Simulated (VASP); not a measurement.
# Na (P6_3/mmc) in VASP: a series of runs

Runs on Na. Level: PBE. Tasks: single point.

Program: VASP 6.6.1. These are calculated values, not measurements. Logs are shortened: lines on timing, memory, paths and dates and some standing lists are left out, and cuts for length are marked.

**1. The crystal as given**

Symmetry: P6_3/mmc, No. 194, hexagonal system. The conventional cell has a = 3.767 Å, b = 3.767 Å, c = 6.154 Å, α = 90.00°, β = 90.00°, γ = 120.00°. Around Na (site symmetry -6m2) lie 12 Na at 3.77 Å.

This isn't the form of Na at room conditions, which is bcc.

**2. Single point, PBE**

INCAR

```
SYSTEM = Na
PREC     = Accurate       ! precision mode
ENCUT    = 460            ! plane-wave cutoff, eV
EDIFF    = 1E-6           ! SCF threshold, eV
ISMEAR   = 0              ! smearing method
SIGMA    = 0.2            ! smearing width, eV
LREAL    = .FALSE.        ! projectors in reciprocal space
LASPH    = .TRUE.         ! aspherical terms in the spheres
NELM     = 100            ! most SCF steps
ALGO     = Normal         ! electronic algorithm
ISIF     = 2              ! what is computed and relaxed
LWAVE    = .FALSE.        ! write WAVECAR
LCHARG   = .FALSE.        ! write CHGCAR
GGA      = PE             ! functional
NBANDS   = 14             ! bands
ADDGRID  = .FALSE.
```

KPOINTS

```
regular mesh
0
G
  12 12 7
  0 0 0
```

POSCAR

```
Na
1.0
    3.7670000000      0.0000000000      0.0000000000
   -1.8835000000      3.2623176961      0.0000000000
    0.0000000000      0.0000000000      6.1540000000
Na
2
Direct
    0.6607270000      0.3253030000      0.7651560000
    0.3322080000      0.6634530000      0.2738460000
```

Potentials or basis: VASP PAW PBE potentials, release 64 (Na_pv).

Run with:

```bash
$ cat potpaw_PBE.64/Na_pv/POTCAR > POTCAR
$ mpirun -np 1 vasp_std > vasp.out
```

OUTCAR:

```text
SYSTEM = Na
   PREC = Accurate
   ENCUT = 460
   EDIFF = 1E-6
   ISMEAR = 0
   LREAL = .FALSE.
   LASPH = .TRUE.
   NELM = 100
   ISIF = 2
   GGA = PE

 Found    506 irreducible k-points:

 Following reciprocal coordinates:
            Coordinates               Weight
  0.000000  0.000000  0.000000      1.000000
  0.083333  0.000000  0.000000      2.000000
  0.000000  0.083333  0.000000      2.000000
 -0.083333  0.083333  0.000000      2.000000
  0.166667 -0.000000  0.000000      2.000000
  0.000000  0.166667  0.000000      2.000000
   k-points           NKPTS =    506   k-points in BZ     NKDIM =    506   number of bands    NBANDS=     14
   number of dos      NEDOS =    301   number of ions     NIONS =      2
   total plane-waves  NPLWV =  37632
   dimension x,y,z NGX =    28 NGY =   28 NGZ =   48
   dimension x,y,z NGXF=    56 NGYF=   56 NGZF=   96
   ions per type =               2
   NGX,Y,Z   is equivalent  to a cutoff of  12.36, 12.36, 12.97 a.u.
   NGXF,Y,Z  is equivalent  to a cutoff of  24.71, 24.71, 25.93 a.u.
 SYSTEM =  Na
   PREC   = accura    normal or accurate (medium, high low for compatibility)
   ISTART =      0    job   : 0-new  1-cont  2-samecut
   ICHARG =      2    charge: 1-file 2-atom 10-const
   ISPIN  =      1    spin polarized calculation?
   LNONCOLLINEAR =      F non collinear calculations
   LSORBIT =      F    spin-orbit coupling
   LASPH  =      T    aspherical Exc in radial PAW
   ENCUT  =  460.0 eV  33.81 Ry    5.81 a.u.   6.59  6.59 10.76*2*pi/ulx,y,z
   NELM   =    100;   NELMIN=  2; NELMDL= -5     # of ELM steps
   EDIFF  = 0.1E-05   stopping-criterion for ELM
   LREAL  =      F    real-space projection
   EDIFFG = 0.1E-04   stopping-criterion for IOM
   NSW    =      0    number of steps for IOM
   IBRION =     -1    ionic relax: 0-MD 1-quasi-New 2-CG
   NFREE  =      0    steps in history (QN), initial steepest desc. (CG)
   ISIF   =      2    stress and relaxation
   ISYM   =      2    0-nonsym 1-usesym 2-fastsym
   POTIM  = 0.5000    time-step for ionic-motion
   TEBEG  =    0.0;   TEEND  =   0.0 temperature during run
   PSTRESS=    0.0 pullay stress
   NELECT =      14.0000    total number of electrons
   NUPDOWN=      -1.0000    fix difference up-down
   EMIN   =  10.00;   EMAX   =-10.00  energy-range for DOS
   EFERMI =   0.00;   METHOD = LEGACY
   ISMEAR =     0;   SIGMA  =   0.20  broadening in eV -4-tet -1-fermi 0-gaus
   EFERMI_NEDOS =   21; number of points for ismear=-14 and -15
   IALGO  =     38    algorithm
   IMIX   =      4    mixing-type and parameters
     AMIX     =   0.40;   BMIX     =  1.00
     AMIX_MAG =   1.60;   BMIX_MAG =  1.00
  volume/ion in A,a.u.               =      37.81       255.18
  Fermi-wavevector in a.u.,A,eV,Ry     =   0.933020  1.763153 11.844235  0.870527
  Thomas-Fermi vector in A             =   2.059678
   LORBIT       =      0    0 simple, 1 ext, 2 COOP (PROOUT), +10 PAW based schemes
   GGA     = PE    functional components
   LHFCALC =     F    Hartree Fock is set to
   AEXX    =    0.0000 exact exchange contribution
   IVDW    =     0    specifies the selected vdW correction
   LEPSILON=     F    determine dielectric tensor
   LRPA    =     F    only Hartree local field effects (RPA)
 non-spin polarized calculation
 Gauss-broadening in eV      SIGMA  =   0.20
  energy-cutoff  :      460.00
  volume of cell :       75.63
 maximum number of plane-waves:      1737
   NGX = 13   NGY = 13   NGZ = 21

 number of electron      13.9999997 magnetization

 Free energy of the ion-electron system (eV)
  ---------------------------------------------------
  ext. energy  EPLUGINS =         0.00000000
  ---------------------------------------------------
  free energy    TOTEN  =        -2.63116486 eV

  energy without entropy =       -2.61071919  energy(sigma->0) =       -2.62094203

 E-fermi :   0.2689     XC(G=0):  -6.4505

 val. band max:        0.2535864289   @ k =  -0.1667   0.0833   0.1429
 cond. band min:       0.3432404883   @ k =   0.0833  -0.3333   0.2857
 fundamental gap:      0.0896540593
 Fermi energy:         0.2688843125

 k-point     1 :       0.0000    0.0000    0.0000
  band No.  band energies     occupation
      1     -24.6730      2.00000
      2     -24.6454      2.00000
      3     -24.6451      2.00000
      4     -24.6407      2.00000
      5     -24.6406      2.00000
      6     -24.6404      2.00000
      7      -2.9664      2.00000
      8       0.8240      0.00009
      9       1.2083      0.00000
     10      10.1393      0.00000
     11      10.1472      0.00000
     12      10.4756      0.00000
     13      10.4894      0.00000
     14      10.6396      0.00000

 k-point     2 :       0.0833    0.0000    0.0000
  band No.  band energies     occupation
      1     -24.6723      2.00000
      2     -24.6467      2.00000
      3     -24.6459      2.00000
      4     -24.6423      2.00000
      5     -24.6409      2.00000
      6     -24.6407      2.00000
      7      -2.8650      2.00000
      8       0.9143      0.00001
      9       1.3073      0.00000
     10       8.4820      0.00000
     11       9.3899      0.00000
     12       9.8152      0.00000
     13      11.3507      0.00000
     14      11.4127      0.00000

 k-point     3 :       0.0000    0.0833    0.0000
  band No.  band energies     occupation
      1     -24.6723      2.00000
      2     -24.6470      2.00000
      3     -24.6456      2.00000
      4     -24.6423      2.00000
      5     -24.6409      2.00000
      6     -24.6407      2.00000
      7      -2.8650      2.00000
      8       0.9143      0.00001
      9       1.3073      0.00000
     10       8.4853      0.00000
     11       9.3900      0.00000
     12       9.8139      0.00000
     13      11.3442      0.00000
     14      11.4157      0.00000

 k-point     4 :      -0.0833    0.0833    0.0000
  band No.  band energies     occupation
      1     -24.6723      2.00000
      2     -24.6469      2.00000
      3     -24.6457      2.00000
      4     -24.6423      2.00000
      5     -24.6409      2.00000
      6     -24.6407      2.00000
      7      -2.8650      2.00000
      8       0.9143      0.00001
      9       1.3073      0.00000
     10       8.4837      0.00000
     11       9.3900      0.00000
     12       9.8145      0.00000
     13      11.3469      0.00000
     14      11.4148      0.00000

 k-point     5 :       0.1667   -0.0000    0.0000
  band No.  band energies     occupation
      1     -24.6702      2.00000
      2     -24.6511      2.00000
      3     -24.6472      2.00000
      4     -24.6468      2.00000
      5     -24.6417      2.00000
      6     -24.6415      2.00000
      7      -2.5619      2.00000
      8       1.1853      0.00000
      9       1.6003      0.00000
     10       6.6238      0.00000
     11       8.6470      0.00000
     12       8.8431      0.00000
     13       9.9837      0.00000
     14      10.9701      0.00000

 k-point     6 :       0.0000    0.1667    0.0000
  band No.  band energies     occupation
      1     -24.6702      2.00000
      2     -24.6514      2.00000
      3     -24.6470      2.00000
      4     -24.6469      2.00000
      5     -24.6416      2.00000
      6     -24.6415      2.00000
      7      -2.5619      2.00000
      8       1.1853      0.00000
      9       1.6001      0.00000
     10       6.6270      0.00000
     11       8.6468      0.00000
     12       8.8464      0.00000
     13       9.9812      0.00000
     14      10.9514      0.00000

 [... further k-points ...]

------------------------ aborting loop because EDIFF is reached ----------------------------------------

  FORCE on cell =-STRESS in cart. coord.  units (eV):
  Direction    XX          YY          ZZ          XY          YZ          ZX
  --------------------------------------------------------------------------------------
  -------------------------------------------------------------------------------------
  Total       -0.0856160     -0.0752664     -0.1027555     -0.0033191      0.0003747      0.0003933
  in kB       -1.8137874     -1.5945292     -2.1768884     -0.0703149      0.0079375      0.0083324
  external PRESSURE =      -1.8617350 kB  Pullay stress =       0.0000000 kB

 VOLUME and BASIS-vectors are now :
 -----------------------------------------------------------------------------
  energy-cutoff  :      460.00
  volume of cell :       75.63
      direct lattice vectors                 reciprocal lattice vectors
     3.767000000  0.000000000  0.000000000     0.265463233  0.153265269  0.000000000
    -1.883500000  3.262317696  0.000000000     0.000000000  0.306530538  0.000000000
     0.000000000  0.000000000  6.154000000     0.000000000  0.000000000  0.162495938

 POSITION                                       TOTAL-FORCE (eV/Angst)
 -----------------------------------------------------------------------------------
      1.87625      1.06124      4.70877         0.000926      0.002270      0.036085
      0.00181      2.16439      1.68525        -0.000926     -0.002270     -0.036085
 -----------------------------------------------------------------------------------
    total drift:                               -0.000048      0.000082     -0.000053

  FREE ENERGIE OF THE ION-ELECTRON SYSTEM (eV)
  ---------------------------------------------------
  free  energy   TOTEN  =        -2.6311648636 eV

  energy  without entropy=       -2.6107191931  energy(sigma->0) =       -2.62094203
```

It took 2.6 min on 1 thread of Intel Xeon Platinum 8488C (Sapphire Rapids), shared host; peak memory 0.43 GiB.

The run converged, but some of its settings lie outside the range that counts as converged, so its numbers aren't taken as properties of the crystal.

Results:

| Item | Value |
| --- | --- |
| Free energy | -2.6312 eV |
| Pressure | -0.2 GPa |
| Largest force | 0.036 eV/Å |
| Band gap on the k mesh | none (metal or under the smearing width) |

**3. Single point, PBE**

Changes to INCAR since step 2:

```diff
@@ -5,3 +5,3 @@
 ISMEAR   = 0              ! smearing method
-SIGMA    = 0.2            ! smearing width, eV
+SIGMA    = 0.4            ! smearing width, eV
 LREAL    = .FALSE.        ! projectors in reciprocal space
```

KPOINTS is that of step 2.

POSCAR

```
Na
1.0
    3.7670000000      0.0000000000      0.0000000000
   -1.8835000000      3.2623176961      0.0000000000
    0.0000000000      0.0000000000      6.1540000000
Na
2
Direct
    0.6666666667      0.3333333333      0.7500000000
    0.3333333333      0.6666666667      0.2500000000
```

Potentials or basis: VASP PAW PBE potentials, release 64 (Na_pv).

Run with:

```bash
$ cat potpaw_PBE.64/Na_pv/POTCAR > POTCAR
$ mpirun -np 1 vasp_std > vasp.out
```

OUTCAR:

```text
SYSTEM = Na
   PREC = Accurate
   ENCUT = 460
   EDIFF = 1E-6
   ISMEAR = 0
   LREAL = .FALSE.
   LASPH = .TRUE.
   NELM = 100
   ISIF = 2
   GGA = PE

 Found     76 irreducible k-points:

 Following reciprocal coordinates:
            Coordinates               Weight
  0.000000  0.000000  0.000000      1.000000
  0.083333  0.000000  0.000000      6.000000
  0.166667 -0.000000  0.000000      6.000000
  0.250000  0.000000  0.000000      6.000000
  0.333333 -0.000000  0.000000      6.000000
  0.416667 -0.000000  0.000000      6.000000
   k-points           NKPTS =     76   k-points in BZ     NKDIM =     76   number of bands    NBANDS=     14
   number of dos      NEDOS =    301   number of ions     NIONS =      2
   total plane-waves  NPLWV =  37632
   dimension x,y,z NGX =    28 NGY =   28 NGZ =   48
   dimension x,y,z NGXF=    56 NGYF=   56 NGZF=   96
   ions per type =               2
   NGX,Y,Z   is equivalent  to a cutoff of  12.36, 12.36, 12.97 a.u.
   NGXF,Y,Z  is equivalent  to a cutoff of  24.71, 24.71, 25.93 a.u.
 SYSTEM =  Na
   PREC   = accura    normal or accurate (medium, high low for compatibility)
   ISTART =      0    job   : 0-new  1-cont  2-samecut
   ICHARG =      2    charge: 1-file 2-atom 10-const
   ISPIN  =      1    spin polarized calculation?
   LNONCOLLINEAR =      F non collinear calculations
   LSORBIT =      F    spin-orbit coupling
   LASPH  =      T    aspherical Exc in radial PAW
   ENCUT  =  460.0 eV  33.81 Ry    5.81 a.u.   6.59  6.59 10.76*2*pi/ulx,y,z
   NELM   =    100;   NELMIN=  2; NELMDL= -5     # of ELM steps
   EDIFF  = 0.1E-05   stopping-criterion for ELM
   LREAL  =      F    real-space projection
   EDIFFG = 0.1E-04   stopping-criterion for IOM
   NSW    =      0    number of steps for IOM
   IBRION =     -1    ionic relax: 0-MD 1-quasi-New 2-CG
   NFREE  =      0    steps in history (QN), initial steepest desc. (CG)
   ISIF   =      2    stress and relaxation
   ISYM   =      2    0-nonsym 1-usesym 2-fastsym
   POTIM  = 0.5000    time-step for ionic-motion
   TEBEG  =    0.0;   TEEND  =   0.0 temperature during run
   PSTRESS=    0.0 pullay stress
   NELECT =      14.0000    total number of electrons
   NUPDOWN=      -1.0000    fix difference up-down
   EMIN   =  10.00;   EMAX   =-10.00  energy-range for DOS
   EFERMI =   0.00;   METHOD = LEGACY
   ISMEAR =     0;   SIGMA  =   0.40  broadening in eV -4-tet -1-fermi 0-gaus
   EFERMI_NEDOS =   21; number of points for ismear=-14 and -15
   IALGO  =     38    algorithm
   IMIX   =      4    mixing-type and parameters
     AMIX     =   0.40;   BMIX     =  1.00
     AMIX_MAG =   1.60;   BMIX_MAG =  1.00
[... 21 lines left out ...]
  ---------------------------------------------------
  ext. energy  EPLUGINS =         0.00000000
  ---------------------------------------------------
  free energy    TOTEN  =        -2.66130628 eV

  energy without entropy =       -2.58490340  energy(sigma->0) =       -2.62310484

 E-fermi :   0.2673     XC(G=0):  -6.4509

 val. band max:        0.2528931746   @ k =   0.0833   0.0833   0.1429
 cond. band min:       0.3425128979   @ k =   0.2500   0.0833   0.2857
 fundamental gap:      0.0896197233
 Fermi energy:         0.2673474240

 k-point     1 :       0.0000    0.0000    0.0000
  band No.  band energies     occupation
      1     -24.6726      2.00000
      2     -24.6450      2.00000
      3     -24.6450      2.00000
      4     -24.6404      2.00000
      5     -24.6404      2.00000
      6     -24.6402      2.00000
      7      -2.9663      2.00000
      8       0.8230      0.04948
      9       1.2085      0.00088
     10      10.1441      0.00000
     11      10.1441      0.00000
     12      10.4839      0.00000
     13      10.4839      0.00000
     14      10.6374      0.00000
[... 71 lines left out ...]
      1     -24.6680      2.00000
      2     -24.6631      2.00000
      3     -24.6598      2.00000
      4     -24.6518      2.00000
      5     -24.6467      2.00000
      6     -24.6446      2.00000
      7      -0.4874      1.99238
      8       1.7653      0.00000
      9       3.0930      0.00000
     10       3.7415      0.00000
     11       5.2934      0.00000
     12       5.7565      0.00000
     13       7.4011      0.00000
     14       8.3977      0.00000

 [... further k-points ...]

------------------------ aborting loop because EDIFF is reached ----------------------------------------

  FORCE on cell =-STRESS in cart. coord.  units (eV):
  Direction    XX          YY          ZZ          XY          YZ          ZX
  --------------------------------------------------------------------------------------
  -------------------------------------------------------------------------------------
  Total       -0.0800988     -0.0800988     -0.0827473      0.0000000      0.0000000     -0.0000000
  in kB       -1.6969044     -1.6969044     -1.7530131      0.0000000      0.0000000     -0.0000000
  external PRESSURE =      -1.7156073 kB  Pullay stress =       0.0000000 kB

 VOLUME and BASIS-vectors are now :
 -----------------------------------------------------------------------------
  energy-cutoff  :      460.00
  volume of cell :       75.63
      direct lattice vectors                 reciprocal lattice vectors
     3.767000000  0.000000000  0.000000000     0.265463233  0.153265269  0.000000000
    -1.883500000  3.262317696  0.000000000     0.000000000  0.306530538  0.000000000
     0.000000000  0.000000000  6.154000000     0.000000000  0.000000000  0.162495938

 POSITION                                       TOTAL-FORCE (eV/Angst)
 -----------------------------------------------------------------------------------
      1.88350      1.08744      4.61550         0.000000      0.000000      0.000000
     -0.00000      2.17488      1.53850        -0.000000     -0.000000      0.000000
 -----------------------------------------------------------------------------------
    total drift:                                0.000000     -0.000000      0.000000

  FREE ENERGIE OF THE ION-ELECTRON SYSTEM (eV)
  ---------------------------------------------------
  free  energy   TOTEN  =        -2.6613062791 eV

  energy  without entropy=       -2.5849034038  energy(sigma->0) =       -2.62310484
```

OSZICAR:

```text
N       E                     dE             d eps       ncg     rms          rms(c)
DAV:   1     0.955995132820E+02    0.95600E+02   -0.72717E+03  2136   0.879E+02
DAV:   2     0.111114455023E+01   -0.94488E+02   -0.93562E+02  2218   0.264E+02
DAV:   3    -0.261045015294E+01   -0.37216E+01   -0.37183E+01  2704   0.608E+01
DAV:   4    -0.266136808945E+01   -0.50918E-01   -0.50916E-01  2416   0.760E+00
DAV:   5    -0.266250972774E+01   -0.11416E-02   -0.11416E-02  2722   0.117E+00    0.285E-01
DAV:   6    -0.266181740416E+01    0.69232E-03   -0.99812E-04  2630   0.391E-01    0.192E-01
DAV:   7    -0.266132490304E+01    0.49250E-03   -0.17929E-03  2838   0.455E-01    0.224E-02
DAV:   8    -0.266130622763E+01    0.18675E-04   -0.12730E-04  2794   0.191E-01    0.412E-03
DAV:   9    -0.266130627910E+01   -0.51466E-07   -0.19994E-06  1770   0.223E-02
   1 F= -.26613063E+01 E0= -.26231048E+01  d E =-.764029E-01
```

stdout:

```text
POSCAR found type information on POSCAR Na
 POSCAR found :  1 types and       2 ions
 scaLAPACK will be used
 LDA part: xc-table for (Slater+PW92), standard interpolation
 POSCAR, INCAR and KPOINTS ok, starting setup
 FFT: planning ... GRIDC
 FFT: planning ... GRID_SOFT
 FFT: planning ... GRID
 WAVECAR not read
 entering main loop
```

Run time: 23 s. Hardware: 1 thread of Intel Xeon Platinum 8488C (Sapphire Rapids), shared host; peak memory 0.2 GiB.

These settings aren't checked as converged: the numbers below hold their error.

Results:

```
Free energy            : -2.6613 eV
Pressure               : -0.2 GPa
Band gap on the k mesh : none (metal or under the smearing width)
```

**4. For comparison**

An earlier run on the cell as given: functional PBE; potentials or basis VASP PAW PBE potentials, release 64 (Na_pv); cutoff 520 eV; k mesh 8 × 8 × 5; occupations fermi-dirac, width 0.05 eV; no spin polarisation.

- Pressure: -0.2 GPa
- Band gap on the k mesh: none (metal or under the smearing width)
